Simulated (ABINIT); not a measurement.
Zn:

```
Zn
1.0
     2.67000    0.00000    0.00000
    -1.33500    2.31229    0.00000
     0.00000    0.00000    4.96600
Zn
2
Direct
  0.66667 0.33333 0.75000
  0.33333 0.66667 0.25000
```

```yaml
Program: ABINIT 10.8.3 (patched build)
Task: relaxation of cell and atoms
Functional: r2SCAN
Potentials_or_basis: JTH PAW PBE v2.0
Cutoff: 707 eV
k_mesh: 7 × 7 × 4
Occupations: fermi-dirac, width 0.05 eV
Spin: no spin polarisation
```

At the start: pressure -5.1 GPa; volume 15.33 Å³/atom.

Q: Where does the relaxation end?

A: Over 6 steps the energy falls by 16.9 meV/atom and the volume is 14.41 Å³/atom (-6.0 %); space group P6_3/mmc (No. 194, to 0.05 Å).

Step by step:
| step | energy change (eV) | largest force (eV/Å) | pressure (GPa) | volume (Å³) |
| --- | --- | --- | --- | --- |
| 1 | 0.0000 | 0.0000 | -5.14 | 30.66 |
| 2 | -0.0149 | 0.0000 | -3.95 | 30.18 |
| 3 | -0.0335 | 0.0000 | 0.35 | 28.73 |
| 4 | -0.0337 | 0.0000 | -0.13 | 28.86 |
| 5 | -0.0337 | 0.0000 | -0.07 | 28.85 |
| 6 | -0.0338 | 0.0000 | -0.06 | 28.82 |

Final structure:
```cif
data_structure
_symmetry_space_group_name_H-M 'P 1'
_symmetry_Int_Tables_number 1
_cell_length_a 2.6072
_cell_length_b 2.6072
_cell_length_c 4.8953
_cell_angle_alpha 90.000
_cell_angle_beta 90.000
_cell_angle_gamma 120.000
_cell_volume 28.82
loop_
_atom_site_label
_atom_site_type_symbol
_atom_site_fract_x
_atom_site_fract_y
_atom_site_fract_z
_atom_site_occupancy
Zn1 Zn 0.66667 0.33333 0.75000 1
Zn2 Zn 0.33333 0.66667 0.25000 1
```

Caveat: the k mesh is coarse (spacing up to 0.39 Å⁻¹), so the values aren't converged; the PAW data sets were made with another functional, which shifts forces and pressure a little.
